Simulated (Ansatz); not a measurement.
AgBr (started from an entry of an open crystallographic database) at its r2SCAN geometry, run in the plane-wave code Ansatz at 4 levels of theory. No magnetic order and no zero-point or thermal motion.

The PBE+SOC input:
```yaml
crystal:
  lattice:
    - [0.0, 2.8927623052, 2.8927623052]
    - [2.8927623052, 0.0, 2.8927623052]
    - [2.8927623052, 2.8927623052, 0.0]
  atoms:
    - { symbol: Ag, position: [0.0, 0.0, 0.0] }
    - { symbol: Br, position: [0.5, 0.5, 0.5] }
kpoints:
  mp_grid: { grid: [8, 8, 8] }
  band_path:
    path:
      - [0.0, 0.0, 0.0]
      - [0.5, 0.0, 0.5]
      - [0.625, 0.25, 0.625]
      - [0.375, 0.375, 0.75]
      - [0.5, 0.5, 0.5]
      - [0.5, 0.25, 0.75]
      - [0.0, 0.0, 0.5]
    npoints: 1
hamiltonian:
  xc: pbe
scf:
  occupations: { method: fermi_dirac, width: 0.02 }
  n_extra_bands: 8
magnetization:
  noncollinear: true
  spin_orbit: true
output:
  forces: true
  stress: true
  eigenvalues: true
```

Main results, then, where recorded, the levels near the gap in eV from the Fermi energy (columns number the bands from 0), one row a point of the path (Γ, X, U, K, L, W, L):
```
Crystal: 2 atoms, lattice volume = 48.414 Å³
Symmetry: 48 space group operations + 48 with time reversal
Magnetic group: BNS 225.117 (UNI 1619)
```
```
Basis set: ecut = 420 eV, 941 PW (Γ)
Bands: 34, of which v1, the nominal top of the filled ones, is band 26 counted from 1 (25 counted from 0)
k-points: 29 of 512
Free energy (F): -10377.064305 eV
Fermi energy:    8.212165 eV
--- Stress (GPa, compression-positive) ---
        1.182329       0.000000       0.000000
        0.000000       1.182329       0.000000
        0.000000       0.000000       1.182329
  P = ⅓ Tr σ = 1.1823 GPa (11.823 kbar)
```
```tsv
band_18	band_19	band_20	band_21	band_22	band_23	band_24	band_25	band_26	band_27	band_28	band_29	band_30	band_31
-2.885	-2.885	-2.617	-2.617	-2.068	-2.068	-2.068	-2.068	0.282	0.282	9.508	9.508	9.508	9.508
-2.955	-2.955	-2.881	-2.881	-2.527	-2.527	-2.427	-2.427	1.254	1.254	6.706	6.706	8.568	8.568
-2.855	-2.855	-2.441	-2.441	-2.252	-2.252	-1.530	-1.530	2.584	2.584	6.432	6.432	7.797	7.797
-2.855	-2.855	-2.441	-2.441	-2.252	-2.252	-1.530	-1.530	2.584	2.584	6.432	6.432	7.797	7.797
-2.814	-2.814	-2.369	-2.369	-0.456	-0.456	-0.310	-0.310	3.396	3.396	6.061	6.061	6.304	6.304
-2.726	-2.726	-2.480	-2.480	-2.412	-2.412	-1.829	-1.829	3.355	3.355	6.722	6.722	7.235	7.235
-2.814	-2.814	-2.369	-2.369	-0.456	-0.456	-0.310	-0.310	3.396	3.396	6.061	6.061	6.304	6.304
```

With PBE+SOC the valence top lies at L and the conduction bottom at Γ, 0.59 eV higher; the smallest vertical gap, at Γ, is 2.35 eV.

r2SCAN. Against the first input these blocks differ (the band path and keys that only write files left aside):
```yaml
hamiltonian:
  xc: r2scan
scf:
  occupations: { method: fixed }
  n_extra_bands: 4
```
(magnetization left out)

```
Basis set: ecut = 500 eV, 1243 PW (Γ)
Bands: 17, of which v1, the nominal top of the filled ones, is band 13 counted from 1 (12 counted from 0)
k-points: 29 of 512
Free energy (F): -10397.714787 eV
Fermi energy:    7.484660 eV
--- Stress (GPa, compression-positive) ---
       -0.018342       0.000000       0.000000
        0.000000      -0.018342       0.000000
        0.000000       0.000000      -0.018342
  P = ⅓ Tr σ = -0.0183 GPa (-0.183 kbar)
```
```tsv
band_9	band_10	band_11	band_12	band_13	band_14	band_15
-2.692	-1.912	-1.912	-1.912	1.293	10.447	10.447
-2.546	-2.330	-2.330	-2.210	2.238	7.468	9.655
-2.375	-2.164	-1.927	-1.152	3.556	7.331	8.785
-2.375	-2.164	-1.927	-1.152	3.556	7.331	8.785
-2.423	-2.078	0.000	0.000	4.343	7.131	7.457
-2.295	-2.228	-2.228	-1.402	4.291	7.885	8.182
-2.423	-2.078	0.000	0.000	4.343	7.131	7.457
```

With r2SCAN the valence top lies at L and the conduction bottom at Γ, 1.29 eV higher; the smallest vertical gap, at Γ, is 3.20 eV. The mean stress is close to zero (-0.02 GPa).

HSE06. Against the first input these blocks differ (the band path and keys that only write files left aside):
```yaml
kpoints:
  mp_grid: { grid: [6, 6, 6] }
hamiltonian:
  xc: hse06
scf:
  occupations: { method: fixed }
  n_extra_bands: 4
```
(magnetization left out)

```
Basis set: ecut = 420 eV, 941 PW (Γ)
Bands: 17, of which v1, the nominal top of the filled ones, is band 13 counted from 1 (12 counted from 0)
k-points: 16 of 216
Exchange kernel: α = 0.2500, screened, ω = 0.2079 Å⁻¹, Wigner–Seitz truncation, v(0) = 1046.7189 eV·Å³, q-mesh 6×6×6
hybrid outer 1: dexx = +1.015e-2 eV, tail = 2.15e-5 eV
hybrid outer 2: dexx = +2.742e-7 eV, tail = 1.85e-8 eV, Δε = 1.40e-3 eV
Free energy (F): -10379.739862 eV
Fermi energy:    6.905930 eV
--- Stress (GPa, compression-positive) ---
        0.947197       0.000000       0.000000
        0.000000       0.947197       0.000000
        0.000000       0.000000       0.947197
  P = ⅓ Tr σ = 0.9472 GPa (9.472 kbar)
```
```tsv
band_9	band_10	band_11	band_12	band_13	band_14	band_15
-3.245	-1.744	-1.744	-1.744	2.030	11.321	11.321
-2.862	-2.778	-2.683	-2.683	3.084	8.291	10.531
-2.909	-2.581	-2.264	-1.258	4.430	8.175	9.653
-2.909	-2.581	-2.264	-1.258	4.430	8.175	9.653
-2.962	-2.477	0.000	0.000	5.037	8.234	8.234
-2.862	-2.567	-2.567	-1.560	5.220	8.649	9.035
-2.962	-2.477	0.000	0.000	5.037	8.234	8.234
```

The HSE06 gap is indirect, 2.03 eV (L to Γ), below the direct gap of 3.77 eV at Γ. The mean pressure is +0.9 GPa (compression positive), so HSE06 would enlarge the cell's volume. The stress of a hybrid is loosely converged here.

HSE06+SOC. Against the first input these blocks differ (the band path and keys that only write files left aside):
```yaml
kpoints:
  mp_grid: { grid: [4, 4, 4] }
hamiltonian:
  xc: hse06
scf:
  occupations: { method: fixed }
  n_extra_bands: 8
output:
  eigenvalues: true
```

```
Basis set: ecut = 420 eV, 941 PW (Γ)
Bands: 34, of which v1, the nominal top of the filled ones, is band 26 counted from 1 (25 counted from 0)
k-points: 8 of 64
Exchange kernel: α = 0.2500, screened, ω = 0.2079 Å⁻¹, Wigner–Seitz truncation, v(0) = 1029.8880 eV·Å³, q-mesh 4×4×4
hybrid outer 1: dexx = +9.866e-3 eV, tail = 2.24e-5 eV
hybrid outer 2: dexx = +2.507e-7 eV, tail = 5.45e-8 eV, Δε = 2.79e-3 eV
Free energy (F): -10378.047426 eV
Fermi energy:    7.018776 eV
```
```tsv
band_18	band_19	band_20	band_21	band_22	band_23	band_24	band_25	band_26	band_27	band_28	band_29	band_30	band_31
-3.135	-3.135	-2.248	-2.248	-1.654	-1.654	-1.654	-1.654	1.929	1.929	11.188	11.188	11.188	11.188
-2.950	-2.950	-2.786	-2.786	-2.682	-2.682	-2.613	-2.613	2.974	2.974	8.187	8.187	10.422	10.422
-3.045	-3.045	-2.594	-2.594	-2.308	-2.308	-1.348	-1.348	4.320	4.320	8.062	8.062	9.547	9.547
-3.045	-3.045	-2.594	-2.594	-2.308	-2.308	-1.348	-1.348	4.320	4.320	8.062	8.062	9.547	9.547
-3.071	-3.071	-2.499	-2.499	-0.193	-0.193	0.000	0.000	4.925	4.925	8.017	8.017	8.151	8.151
-2.778	-2.778	-2.739	-2.739	-2.498	-2.498	-1.645	-1.645	5.108	5.108	8.518	8.518	8.884	8.884
-3.071	-3.071	-2.499	-2.499	-0.193	-0.193	0.000	0.000	4.925	4.925	8.017	8.017	8.151	8.151
```

The HSE06+SOC gap is indirect, 1.93 eV (L to Γ), below the direct gap of 3.58 eV at Γ.

Small level splittings and stresses of the hybrids carry the error of their coarser meshes.

Totals of different functionals, or with and without spin-orbit coupling, can't be compared.

Only the levels marked +SOC include spin-orbit coupling.

The meshes of the hybrids are coarse, so their gaps aren't converged to the digits shown.
